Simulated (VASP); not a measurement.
# TaN (P-6m2) in VASP: density of states with PBE

Aim: the density of states of TaN with PBE.

Program: VASP 6.6.1. These are calculated values, not measurements. Logs are shortened: lines on timing, memory, paths and dates and some standing lists are left out, and cuts for length are marked.

## (1) Starting point

Symmetry: P-6m2, No. 187, hexagonal system. Conventional cell: a = 2.950 Å, b = 2.950 Å, c = 2.898 Å, α = 90.00°, β = 90.00°, γ = 120.00°. Ta (site symmetry -6m2) has 6 N at 2.24 Å as nearest neighbours. N (site symmetry -6m2) has 6 Ta at 2.24 Å as nearest neighbours.

The cell was built by a generator and needn't be a form met in nature.

## (2) Density of states, PBE

File POSCAR:

```
TaN
1.0
    2.9502045230      0.0000000000      0.0000000000
   -1.4751022615      2.5549520633      0.0000000000
    0.0000000000      0.0000000000      2.8977883030
Ta N
1 1
Direct
    0.3333333333      0.6666666667      0.5000000000
    0.0000000000      0.0000000000      0.0000000000
```

File INCAR.step1:

```
SYSTEM = TaN
PREC     = Accurate       ! precision mode
ENCUT    = 520            ! plane-wave cutoff, eV
EDIFF    = 1E-7           ! SCF threshold, eV
ISMEAR   = 0              ! smearing method
SIGMA    = 0.1            ! smearing width, eV
LREAL    = .FALSE.        ! projectors in reciprocal space
LASPH    = .TRUE.         ! aspherical terms in the spheres
NELM     = 100            ! most SCF steps
ALGO     = Fast           ! electronic algorithm
ISIF     = 2              ! what is computed and relaxed
LWAVE    = .FALSE.        ! write WAVECAR
LCHARG   = .TRUE.         ! write CHGCAR
LMAXMIX  = 4              ! l up to which the mixer works
GGA      = PE             ! functional
NBANDS   = 15             ! bands
```

File KPOINTS.step1:

```
Automatic mesh
0
G
  21 21 20
  0 0 0
```

File INCAR.step2:

```
SYSTEM = TaN
PREC     = Accurate       ! precision mode
ENCUT    = 520            ! plane-wave cutoff, eV
EDIFF    = 1E-7           ! SCF threshold, eV
ISMEAR   = -5             ! smearing method
SIGMA    = 0.1            ! smearing width, eV
LREAL    = .FALSE.        ! projectors in reciprocal space
LASPH    = .TRUE.         ! aspherical terms in the spheres
NELM     = 100            ! most SCF steps
ALGO     = Fast           ! electronic algorithm
ISIF     = 2              ! what is computed and relaxed
LWAVE    = .FALSE.        ! write WAVECAR
LCHARG   = .FALSE.        ! write CHGCAR
LMAXMIX  = 4              ! l up to which the mixer works
GGA      = PE             ! functional
LORBIT   = 11             ! projections on sites
NEDOS    = 1001           ! points of the DOS
ICHARG   = 11             ! starting density
```

File KPOINTS.step2:

```
Automatic mesh
0
G
  32 32 30
  0 0 0
```

Potentials or basis: VASP PAW PBE potentials, release 64 (Ta_pv, N).

Started as:

```sh
$ cat potpaw_PBE.64/Ta_pv/POTCAR potpaw_PBE.64/N/POTCAR > POTCAR
$ cp INCAR.step1 INCAR
$ cp KPOINTS.step1 KPOINTS
$ mpirun -np 1 vasp_std > vasp.out
$ cp INCAR.step2 INCAR
$ cp KPOINTS.step2 KPOINTS
$ mpirun -np 1 vasp_std > vasp.out
```

OUTCAR:

```text
SYSTEM = TaN
   PREC = Accurate
   ENCUT = 520
   EDIFF = 1E-7
   ISMEAR = -5
   LREAL = .FALSE.
   LASPH = .TRUE.
   NELM = 100
   ISIF = 2
   GGA = PE
   LORBIT = 11
   ICHARG = 11

 ion  position               nearest neighbor table
   1  0.333  0.667  0.500-   2 2.24   2 2.24   2 2.24   2 2.24   2 2.24   2 2.24
   2  0.000  0.000  0.000-   1 2.24   1 2.24   1 2.24   1 2.24   1 2.24   1 2.24

  LATTYP: Found a hexagonal cell.
 ALAT       =     2.9502045230
 C/A-ratio  =     0.9822330216

  Lattice vectors:

 A1 = (   2.9502045230,   0.0000000000,   0.0000000000)
 A2 = (  -1.4751022615,   2.5549520633,   0.0000000000)
 A3 = (   0.0000000000,   0.0000000000,   2.8977883030)

Analysis of symmetry for initial positions (statically):
=====================================================================
 Subroutine PRICEL returns:
 Original cell was already a primitive cell.

 Routine SETGRP: Setting up the symmetry group for a
 hexagonal supercell.

 Subroutine GETGRP returns: Found 12 space group operations
 (whereof 12 operations were pure point group operations)
 out of a pool of 24 trial point group operations.

The static configuration has the point symmetry D_3h.

Analysis of symmetry for dynamics (positions and initial velocities):
=====================================================================
 Subroutine PRICEL returns:
 Original cell was already a primitive cell.

 Routine SETGRP: Setting up the symmetry group for a
 hexagonal supercell.

 Subroutine GETGRP returns: Found 12 space group operations
 (whereof 12 operations were pure point group operations)
 out of a pool of 24 trial point group operations.

The dynamic configuration has the point symmetry D_3h.

 Subroutine INISYM returns: Found 12 space group operations
 (whereof 12 operations are pure point group operations),
 and found     1 'primitive' translations

----------------------------------------------------------------------------------------

                                     Primitive cell

  volume of cell :      21.8425

  direct lattice vectors                    reciprocal lattice vectors
     2.950204523  0.000000000  0.000000000     0.338959551  0.195698388  0.000000000
    -1.475102262  2.554952063  0.000000000     0.000000000  0.391396776  0.000000000
     0.000000000  0.000000000  2.897788303     0.000000000  0.000000000  0.345090771

  length of vectors
     2.950204523  2.950204523  2.897788303     0.391396776  0.391396776  0.345090771

  position of ions in fractional coordinates (direct lattice)
     0.333333333  0.666666667  0.500000000
     0.000000000  0.000000000  0.000000000

  ion indices of the primitive-cell ions
   primitive index   ion index
                 1           1
                 2           2

----------------------------------------------------------------------------------------

 KPOINTS: Automatic mesh

Automatic generation of k-mesh.
 Grid dimensions read from file:
 generate k-points for:   32   32   30

 Generating k-lattice:

  Cartesian coordinates                     Fractional coordinates (reciprocal lattice)
     0.010592486  0.006115575  0.000000000     0.031250000  0.000000000  0.000000000
     0.000000000  0.012231149  0.000000000     0.000000000  0.031250000  0.000000000
     0.000000000  0.000000000  0.011503026     0.000000000  0.000000000  0.033333333

  Length of vectors
     0.012231149  0.012231149  0.011503026

  Shift w.r.t. Gamma in fractional coordinates (k-lattice)
     0.000000000  0.000000000  0.000000000

 TETIRR: Found  31200 inequivalent tetrahedra from   184320

 Subroutine IBZKPT returns following result:
 ===========================================

 Found   1632 irreducible k-points:

 Following reciprocal coordinates:
            Coordinates               Weight
  0.000000  0.000000  0.000000      1.000000
  0.031250  0.000000  0.000000      6.000000
  0.062500  0.000000  0.000000      6.000000
  0.093750  0.000000  0.000000      6.000000
  0.125000  0.000000  0.000000      6.000000
  0.156250  0.000000  0.000000      6.000000
[... 16 lines left out ...]
  0.187500  0.031250  0.000000     12.000000
  0.218750  0.031250  0.000000     12.000000
 [... further k-points ...]
   k-points           NKPTS =   1632   k-points in BZ     NKDIM =   1632   number of bands    NBANDS=     12
   number of dos      NEDOS =   1001   number of ions     NIONS =      2
   total plane-waves  NPLWV =  13824
   dimension x,y,z NGX =    24 NGY =   24 NGZ =   24
   dimension x,y,z NGXF=    48 NGYF=   48 NGZF=   48
   ions per type =               1   1
   NGX,Y,Z   is equivalent  to a cutoff of  13.52, 13.52, 13.77 a.u.
   NGXF,Y,Z  is equivalent  to a cutoff of  27.05, 27.05, 27.54 a.u.
 SYSTEM =  TaN
   PREC   = accura    normal or accurate (medium, high low for compatibility)
   ISTART =      0    job   : 0-new  1-cont  2-samecut
   ICHARG =     11    charge: 1-file 2-atom 10-const
   ISPIN  =      1    spin polarized calculation?
   LNONCOLLINEAR =      F non collinear calculations
   LSORBIT =      F    spin-orbit coupling
   LASPH  =      T    aspherical Exc in radial PAW
   ENCUT  =  520.0 eV  38.22 Ry    6.18 a.u.   5.49  5.49  5.39*2*pi/ulx,y,z
   NELM   =    100;   NELMIN=  2; NELMDL=  0     # of ELM steps
   EDIFF  = 0.1E-06   stopping-criterion for ELM
   LREAL  =      F    real-space projection
   EDIFFG = 0.1E-05   stopping-criterion for IOM
   NSW    =      0    number of steps for IOM
   IBRION =     -1    ionic relax: 0-MD 1-quasi-New 2-CG
   NFREE  =      0    steps in history (QN), initial steepest desc. (CG)
   ISIF   =      2    stress and relaxation
   ISYM   =      2    0-nonsym 1-usesym 2-fastsym
   POTIM  = 0.5000    time-step for ionic-motion
   TEBEG  =    0.0;   TEEND  =   0.0 temperature during run
   PSTRESS=    0.0 pullay stress
   NELECT =      16.0000    total number of electrons
   NUPDOWN=      -1.0000    fix difference up-down
   EMIN   =  10.00;   EMAX   =-10.00  energy-range for DOS
   EFERMI =   0.00;   METHOD = LEGACY
   ISMEAR =    -5;   SIGMA  =   0.10  broadening in eV -4-tet -1-fermi 0-gaus
   EFERMI_NEDOS =   21; number of points for ismear=-14 and -15
   IALGO  =     68    algorithm
   IMIX   =      4    mixing-type and parameters
     AMIX     =   0.40;   BMIX     =  1.00
     AMIX_MAG =   1.60;   BMIX_MAG =  1.00
  volume/ion in A,a.u.               =      10.92        73.70
  Fermi-wavevector in a.u.,A,eV,Ry     =   1.475755  2.788773 29.631493  2.177853
  Thomas-Fermi vector in A             =   2.590366
   LORBIT       =     11    0 simple, 1 ext, 2 COOP (PROOUT), +10 PAW based schemes
   GGA     = PE    functional components
   LHFCALC =     F    Hartree Fock is set to
   AEXX    =    0.0000 exact exchange contribution
   IVDW    =     0    specifies the selected vdW correction
   LEPSILON=     F    determine dielectric tensor
   LRPA    =     F    only Hartree local field effects (RPA)
 non-spin polarized calculation
 RMM-DIIS sequential band-by-band and
 Fermi weights with tetrahedron method with Bloechl corrections
  energy-cutoff  :      520.00
  volume of cell :       21.84
 maximum number of plane-waves:       617
 NGX is ok and might be reduce to    24

 number of electron      16.0000001 magnetization

 Free energy of the ion-electron system (eV)
  ---------------------------------------------------
  ext. energy  EPLUGINS =         0.00000000
  ---------------------------------------------------
  free energy    TOTEN  =       -22.44587113 eV

  energy without entropy =      -22.44587113  energy(sigma->0) =      -22.44587113

 E-fermi :   8.1119     XC(G=0): -13.2724

 val. band max:        8.1179716489   @ k =   0.0000   0.0000   0.4000
 cond. band min:       8.1179726671   @ k =   0.0000   0.0000   0.4000
 fundamental gap:      0.0000010182
 Fermi energy:         8.1118867149

 k-point     1 :       0.0000    0.0000    0.0000
  band No.  band energies     occupation
      1     -26.7760      2.00000
      2     -26.5160      2.00000
      3     -26.5160      2.00000
      4      -9.5635      2.00000
      5       3.6166      2.00000
      6       3.6166      2.00000
      7       3.9643      2.00000
      8       5.1979      2.00000
      9      10.2328      0.00000
     10      11.6314      0.00000
     11      11.6314      0.00000
     12      12.0395      0.00000

 k-point     2 :       0.0312    0.0000    0.0000
  band No.  band energies     occupation
      1     -26.7747      2.00000
      2     -26.5263      2.00000
      3     -26.5182      2.00000
      4      -9.5435      2.00000
      5       3.5470      2.00000
      6       3.6319      2.00000
      7       3.9977      2.00000
      8       5.1683      2.00000
      9      10.3107      0.00000
     10      11.5870      0.00000
     11      11.6342      0.00000
     12      12.0292      0.00000

 k-point     3 :       0.0625    0.0000    0.0000
  band No.  band energies     occupation
      1     -26.7709      2.00000
      2     -26.5566      2.00000
      3     -26.5247      2.00000
      4      -9.4841      2.00000
      5       3.3615      2.00000
      6       3.6770      2.00000
      7       4.0833      2.00000
      8       5.0823      2.00000
      9      10.5308      0.00000
     10      11.4622      0.00000
     11      11.6438      0.00000
     12      11.9983      0.00000
[... 286 lines left out ...]
 k-point    23 :       0.1875    0.0312    0.0000
  band No.  band energies     occupation
      1     -26.8875      2.00000
      2     -26.7274      2.00000
      3     -26.5995      2.00000
      4      -8.8012      2.00000
      5       1.8629      2.00000
      6       4.1540      2.00000
      7       4.2427      2.00000
      8       4.8417      2.00000
      9      10.3615      0.00000
     10      11.6373      0.00000
     11      11.8864      0.00000
     12      12.5931      0.00000

 k-point    24 :       0.2187    0.0312    0.0000
  band No.  band energies     occupation
      1     -26.9822      2.00000
      2     -26.7145      2.00000
      3     -26.6215      2.00000
      4      -8.5932      2.00000
      5       1.5182      2.00000
      6       4.0282      2.00000
      7       4.2832      2.00000
      8       5.0003      2.00000
      9      10.2243      0.00000
     10      11.5355      0.00000
     11      12.0103      0.00000
     12      13.0016      0.00000

 [... further k-points ...]
[... 5 lines left out ...]
  --------------------------------------------------------------------------------------
  -------------------------------------------------------------------------------------
  Total        0.0818937      0.0818937      0.1036702      0.0000000      0.0000000      0.0000000
  in kB        6.0070251      6.0070251      7.6043646      0.0000000      0.0000000      0.0000000
  external PRESSURE =       6.5394716 kB  Pullay stress =       0.0000000 kB

 VOLUME and BASIS-vectors are now :
 -----------------------------------------------------------------------------
  energy-cutoff  :      520.00
  volume of cell :       21.84
      direct lattice vectors                 reciprocal lattice vectors
     2.950204523  0.000000000  0.000000000     0.338959551  0.195698388  0.000000000
    -1.475102262  2.554952063  0.000000000     0.000000000  0.391396776  0.000000000
     0.000000000  0.000000000  2.897788303     0.000000000  0.000000000  0.345090771

 POSITION                                       TOTAL-FORCE (eV/Angst)
 -----------------------------------------------------------------------------------
     -0.00000      1.70330      1.44889         0.000000     -0.000000      0.000000
      0.00000      0.00000      0.00000        -0.000000      0.000000      0.000000
 -----------------------------------------------------------------------------------
    total drift:                                0.000753     -0.000435      0.000000

  FREE ENERGIE OF THE ION-ELECTRON SYSTEM (eV)
  ---------------------------------------------------
  free  energy   TOTEN  =       -22.4458711290 eV

  energy  without entropy=      -22.4458711290  energy(sigma->0) =      -22.44587113

 total charge

# of ion       s       p       d       tot
------------------------------------------
    1        0.302   6.257   2.408   8.967
    2        1.228   2.497   0.000   3.725
--------------------------------------------------
tot          1.530   8.754   2.408  12.692
```

It took 5.4 min on 1 thread of AMD EPYC 9R14 (Zen 4), shared host; peak memory 0.59 GiB.

What came out:

* Valence electrons inside the program's atomic spheres: Ta 8.97; N 3.73

States per cell in windows of 0.5 eV (zero at the Fermi level; states under -8 eV left out):
```csv
from (eV),total,Ta1_d,N2_p,Ta1_p,Ta1_s,N2_s,N2_d
-8.0,0.63,0.12,0.20,0.02,0.06,0.00,0.00
-7.5,0.78,0.16,0.25,0.03,0.06,0.01,0.00
-7.0,0.41,0.08,0.14,0.02,0.02,0.01,0.00
-6.5,0.40,0.08,0.15,0.02,0.01,0.00,0.00
-6.0,0.56,0.11,0.21,0.03,0.01,0.00,0.00
-5.5,0.84,0.19,0.34,0.03,0.01,0.00,0.00
-5.0,0.91,0.18,0.40,0.04,0.01,0.00,0.00
-4.5,1.03,0.20,0.47,0.04,0.00,0.00,0.00
-4.0,0.31,0.06,0.14,0.01,0.00,0.00,0.00
-3.5,0.08,0.03,0.02,0.00,0.00,0.00,0.00
-3.0,0.18,0.10,0.02,0.00,0.00,0.00,0.00
-2.5,0.25,0.14,0.03,0.01,0.00,0.00,0.00
-2.0,0.50,0.29,0.03,0.02,0.01,0.00,0.00
-1.5,0.57,0.31,0.04,0.03,0.01,0.00,0.00
-1.0,0.39,0.20,0.02,0.03,0.01,0.00,0.00
-0.5,0.07,0.04,0.00,0.00,0.00,0.00,0.00
0.0,0.04,0.03,0.00,0.00,0.00,0.00,0.00
0.5,0.08,0.07,0.00,0.00,0.00,0.00,0.00
1.0,0.29,0.20,0.02,0.00,0.00,0.00,0.00
1.5,0.48,0.32,0.05,0.00,0.00,0.01,0.00
2.0,0.54,0.34,0.06,0.00,0.00,0.01,0.00
2.5,0.77,0.51,0.07,0.01,0.01,0.02,0.00
3.0,0.79,0.51,0.07,0.01,0.01,0.03,0.00
3.5,0.85,0.54,0.08,0.01,0.01,0.05,0.00
4.0,1.08,0.71,0.10,0.01,0.03,0.07,0.00
4.5,0.88,0.60,0.11,0.01,0.01,0.02,0.00
5.0,0.64,0.45,0.09,0.01,0.01,0.01,0.00
5.5,0.66,0.46,0.11,0.01,0.00,0.00,0.00
6.0,0.58,0.37,0.14,0.00,0.00,0.00,0.00
6.5,0.30,0.17,0.09,0.00,0.00,0.00,0.00
7.0,0.09,0.05,0.03,0.00,0.00,0.00,0.00
7.5,0.00,0.00,0.00,0.00,0.00,0.00,0.00
```

Caveat: tetrahedron occupations give inexact forces and stress in metals. The run has no spin-orbit coupling, so splittings on Ta are missing.
